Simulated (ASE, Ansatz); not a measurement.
# Pnnm (COD entry) AlH3, size series (2400 atoms): support functions against a reference, part 2 of 2

Wanted: errors and times of a linear-scaling basis for Pnnm (COD entry) AlH3, size series (2400 atoms). A setting counts as converged where the r.m.s. difference of forces stays under 1 % of the r.m.s. force.

Ansatz 0.2.0; Kohn-Sham DFT, PBE, PAW (set soft_2), plane waves.

The cell: 600 Al and 1800 H. Sampling is at Γ alone, for a cell whose shortest periodic width is 27 Å.

So far. Step 3 (Support functions medium): Forces differ from the reference by 0.81 meV/Å r.m.s., 0.22 % of their size, well within a tolerance of 1 %; the energy by -1.8 meV/atom. Step 4 (Truncated density matrix): Forces differ from the reference by 0.80 meV/Å r.m.s., 0.22 % of their size, well within a tolerance of 1 %; the energy by -1.8 meV/atom.

### Step 6. What the reference run shows (continued)

Löwdin charges by element (they lack the spilled electrons, 0.018 e an atom on average):

| element | coordination | atoms | mean charge (e) | spread | least | most |
| --- | --- | --- | --- | --- | --- | --- |
| Al | all | 600 | 0.700 | 0.0019 | 0.697 | 0.702 |
| H | all | 1800 | -0.209 | 0.0313 | -0.265 | -0.185 |

Density of states as counts of states in windows of 1 eV (from the Fermi level), total and some projections:

| from (eV) | to (eV) | total | H s | Al p | Al s |
| --- | --- | --- | --- | --- | --- |
| -10 | -9 | 0.0 | 0.0 | 0.0 | 0.0 |
| -9 | -8 | 119.3 | 61.7 | 14.2 | 41.3 |
| -8 | -7 | 280.6 | 133.0 | 52.6 | 90.9 |
| -7 | -6 | 217.4 | 105.4 | 53.9 | 55.3 |
| -6 | -5 | 325.6 | 162.3 | 84.1 | 76.0 |
| -5 | -4 | 282.6 | 145.2 | 86.3 | 47.9 |
| -4 | -3 | 590.7 | 314.4 | 247.6 | 21.8 |
| -3 | -2 | 643.2 | 386.6 | 231.3 | 19.7 |
| -2 | -1 | 618.5 | 434.7 | 150.9 | 25.9 |
| -1 | 0 | 504.2 | 416.7 | 68.8 | 10.6 |
| 0 | 1 | 17.8 | 16.5 | 0.9 | 0.1 |
| 1 | 3 | 0.0 | 0.0 | 0.0 | 0.0 |
| 3 | 4 | 283.0 | 34.5 | 78.7 | 153.7 |
| 4 | 5 | 416.3 | 50.6 | 151.2 | 158.4 |

With fixed occupations the program's Fermi level is the highest filled level; weight inside the gap is the broadening of levels at its edges.

Not all projections were asked for or kept, so they needn't add up to the total.

The levels nearest the highest filled one (over half full), pooled over k-points and spins:

| level less the highest filled one (eV) | occupation |
| --- | --- |
| -0.0275 | 2 |
| -0.0275 | 2 |
| 0 | 2 |
| 0 | 2 |
| 0 | 2 |
| 0 | 2 |
| 3.18 | 0 |
| 3.18 | 0 |
| 3.19 | 0 |
| 3.19 | 0 |
| 3.22 | 0 |
| 3.22 | 0 |

Mean Löwdin charges: Al +0.70, H -0.21 e (they miss 1.2 % of the electrons, so they add up to more than the cell's charge). The largest share in the top eV of filled states is H s (84 % of the projected weight), and in the lowest eV of empty states Al s (57 % of the projected weight).

### Step 7. Structure statistics

Bonds and neighbours are counted at the geometry of the runs.

Density 1.31 g/cm³, 9.523 Å³ an atom.

g(r), total and by pair (bins of 0.1 Å):

| r (Å) | total | H-H | H-Al | Al-Al |
| --- | --- | --- | --- | --- |
| 1.55 | 0.00 | 0.00 | 0.00 | 0.00 |
| 1.65 | 2.70 | 0.00 | 7.20 | 0.00 |
| 1.75 | 4.86 | 0.00 | 13.00 | 0.00 |
| 1.85 | 0.00 | 0.00 | 0.00 | 0.00 |
| 1.95 | 0.00 | 0.00 | 0.00 | 0.00 |
| 2.05 | 0.00 | 0.00 | 0.00 | 0.00 |
| 2.15 | 0.83 | 1.47 | 0.00 | 0.00 |
| 2.25 | 0.51 | 0.91 | 0.00 | 0.00 |
| 2.35 | 1.38 | 2.46 | 0.00 | 0.00 |
| 2.45 | 2.51 | 4.46 | 0.00 | 0.00 |
| 2.55 | 2.32 | 4.12 | 0.00 | 0.00 |
| 2.65 | 0.18 | 0.00 | 0.00 | 2.93 |
| 2.75 | 0.34 | 0.60 | 0.00 | 0.00 |
| 2.85 | 0.32 | 0.56 | 0.00 | 0.00 |
| 2.95 | 0.57 | 1.01 | 0.00 | 0.00 |
| 3.05 | 1.08 | 0.97 | 1.42 | 0.00 |
| 3.15 | 0.50 | 0.00 | 0.00 | 8.02 |
| 3.25 | 0.49 | 0.00 | 1.30 | 0.00 |
| 3.35 | 0.56 | 0.80 | 0.00 | 1.83 |
| 3.45 | 0.63 | 0.00 | 1.12 | 3.45 |
| 3.55 | 1.30 | 1.61 | 1.05 | 0.00 |
| 3.65 | 0.94 | 0.00 | 2.49 | 0.00 |
| 3.75 | 2.87 | 2.85 | 3.37 | 0.00 |
| 3.85 | 1.19 | 0.60 | 2.27 | 0.00 |
| 3.95 | 1.93 | 1.71 | 2.60 | 0.00 |
| 4.05 | 0.92 | 1.10 | 0.81 | 0.00 |
| 4.15 | 0.29 | 0.00 | 0.78 | 0.00 |
| 4.25 | 0.62 | 0.61 | 0.74 | 0.00 |
| 4.35 | 1.60 | 2.38 | 0.70 | 0.00 |
| 4.45 | 0.00 | 0.00 | 0.00 | 0.00 |
| 4.55 | 0.73 | 1.08 | 0.00 | 1.93 |
| 4.65 | 2.09 | 2.48 | 0.62 | 7.48 |
| 4.75 | 0.40 | 0.50 | 0.30 | 0.00 |
| 4.85 | 1.39 | 0.57 | 2.86 | 0.00 |
| 4.95 | 0.72 | 0.73 | 0.54 | 1.67 |
| 5.05 | 0.20 | 0.35 | 0.00 | 0.00 |
| 5.15 | 1.28 | 1.26 | 1.02 | 3.02 |
| 5.25 | 1.10 | 1.63 | 0.48 | 0.00 |
| 5.35 | 2.02 | 2.10 | 1.42 | 4.90 |
| 5.45 | 0.51 | 0.90 | 0.00 | 0.00 |
| 5.55 | 0.54 | 0.36 | 0.88 | 0.00 |
| 5.65 | 0.79 | 0.56 | 1.27 | 0.00 |
| 5.75 | 1.56 | 1.49 | 1.43 | 3.03 |
| 5.85 | 0.74 | 0.66 | 0.98 | 0.00 |

Bonds by pair of elements; cutoffs follow the first minimum of g(r), held within bounds set by covalent radii, and pairs that aren't listed don't count as bonded:

| pair A-B | cutoff (Å) | bonds | mean length (Å) | spread (Å) | shortest (Å) | B about A | A about B |
| --- | --- | --- | --- | --- | --- | --- | --- |
| H-Al | 2.17 | 3600 | 1.74 | 0.053 | 1.66 | 2 | 6 |

How many atoms have how many bonded neighbours:

| element | mean | 2 | 6 |
| --- | --- | --- | --- |
| Al | 6 | 0 | 600 |
| H | 2 | 1800 | 0 |

First main peaks of g(r), for some of the pairs, lie near 1.73 Å (H-Al). By these cutoffs all Al atoms have 6 and all H atoms have 2 bonded neighbours.

A closer look about H880, picked at random: 11 atoms, nearest first, numbered in the order of the input, with positions taken from that point.

| atom | x | y | z | distance (Å) | bonds |
| --- | --- | --- | --- | --- | --- |
| H880 | 0.00 | 0.00 | 0.00 | 0.00 | 2 |
| Al890 | -1.28 | -0.57 | 1.10 | 1.78 | 6 |
| Al869 | -0.14 | 0.05 | -1.78 | 1.79 | 6 |
| H899 | 0.00 | 0.00 | 2.21 | 2.21 | 2 |
| H1351 | 1.41 | -0.57 | -1.78 | 2.34 | 2 |
| H887 | 0.74 | 1.47 | -1.78 | 2.43 | 2 |
| H884 | -0.78 | -1.53 | -1.78 | 2.47 | 2 |
| H910 | -1.95 | 1.07 | 1.10 | 2.48 | 2 |
| H909 | -0.61 | -2.21 | 1.10 | 2.54 | 2 |
| H883 | -1.78 | 0.39 | -1.78 | 2.55 | 2 |
| H906 | 0.91 | 2.15 | 1.10 | 2.58 | 2 |

The column of bonds counts only the pairs H-Al within 2.17 Å; other neighbours, such as metal atoms beside each other in a compound, aren't counted, and periodic images can show an atom twice.

### Step 8. Summary of results

| Item | Value |
| --- | --- |
| free energy per atom | -146.2422 eV/atom |
| density | 1.308 g/cm³ |
| pressure | 0.1859 GPa |
| r.m.s. force component | 0.3613 eV/Å |
| gap (highest filled to lowest empty level) | 3.175 eV |
| wall time of the 3 DFT runs | 85 s |

What this shows: Against plane waves at 420 eV, the forces differ by 0.81 meV/Å (0.22 %) with support functions medium. Differences between support functions and plane waves include what basis error the plane-wave run still has.

Between filled and empty levels lie 3.18 eV (at Γ alone); a semilocal functional tends to put such gaps too low. By these cutoffs all Al atoms have 6 and all H atoms have 2 bonded neighbours.

What to keep in mind: The geometry starts from published positions and isn't relaxed at this level: its force components are 0.36 eV/Å r.m.s. The stress is far from hydrostatic: its diagonal is -1.1, 4.2, -2.5 GPa, compression counted positive.

[Hosts, paths, dates, database ids (printed as entryN), source tags and the programs' standing remarks are cut or masked in the printed files.]
